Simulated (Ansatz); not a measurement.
# Te (Te, trigonal tellurium): the cost of one run

Program: Ansatz 0.2.0. Level of theory: DFT PBE, plane waves with PAW, scalar-relativistic. These are calculated values, not measurements.

1 further run of the same task is left out (set aside as unsound or not needed).

## Step 1: The starting structure

Symmetry: P3_121, No. 152, trigonal system. The conventional cell has a = 4.530 Å, b = 4.530 Å, c = 5.937 Å, α = 90.00°, β = 90.00°, γ = 120.00°. Te (site symmetry 2) is surrounded by 2 Te at 2.89 Å.

Coordinates:

```cif
data_structure
_symmetry_space_group_name_H-M 'P 1'
_symmetry_Int_Tables_number 1
_cell_length_a 4.5303
_cell_length_b 4.5303
_cell_length_c 5.9374
_cell_angle_alpha 90.000
_cell_angle_beta 90.000
_cell_angle_gamma 120.000
_cell_volume 105.53
loop_
_atom_site_label
_atom_site_type_symbol
_atom_site_fract_x
_atom_site_fract_y
_atom_site_fract_z
_atom_site_occupancy
Te1 Te 0.26840 0.00000 0.33333 1
Te2 Te 0.00000 0.26840 0.66667 1
Te3 Te 0.73160 0.73160 0.00000 1
```

## Step 2: Run at 0.01 eV

The run at 0.01 eV.

The input, input.yaml:

```yaml
crystal:
  lattice:
    - [4.5302708278, 0.0, 0.0]
    - [-2.2651354139, 3.9233296229, 0.0]
    - [0.0, 0.0, 5.937427725]
  atoms:
    - { symbol: Te, position: [0.2684005468, 1.0, 0.3333333333] }
    - { symbol: Te, position: [0.0, 0.2684005468, 0.6666666667] }
    - { symbol: Te, position: [0.7315994532, 0.7315994532, 0.0] }
hamiltonian:
  xc: pbe
  pseudopotentials:
    kind: paw
    azcp:
      Te: "pseudopotentials/Te.paw.azcp"
basis:
  ecutwfc: 420
  fft_grid_basis: typed
kpoints:
  mp_grid: { grid: [8, 8, 6], shift: [0, 0, 0] }
magnetization:
  spin_polarized: false
scf:
  occupations: { method: fermi_dirac, width: 0.01 }
  lower_state_search: "off"
output:
  stress: true
```

Launch:

```console
> ansatz run input.yaml --threads 1 --pin off --max-ram 3584MiB --backend cpu --events-out ev --progress --plain --runs-dir out
```

**Question.** How long does this run take on 1 thread of Intel Xeon Platinum 8259CL at 2.50GHz (Skylake/Cascade Lake), shared host, and how much memory does it need?

About 12 s, with a peak of 0.55 GiB.
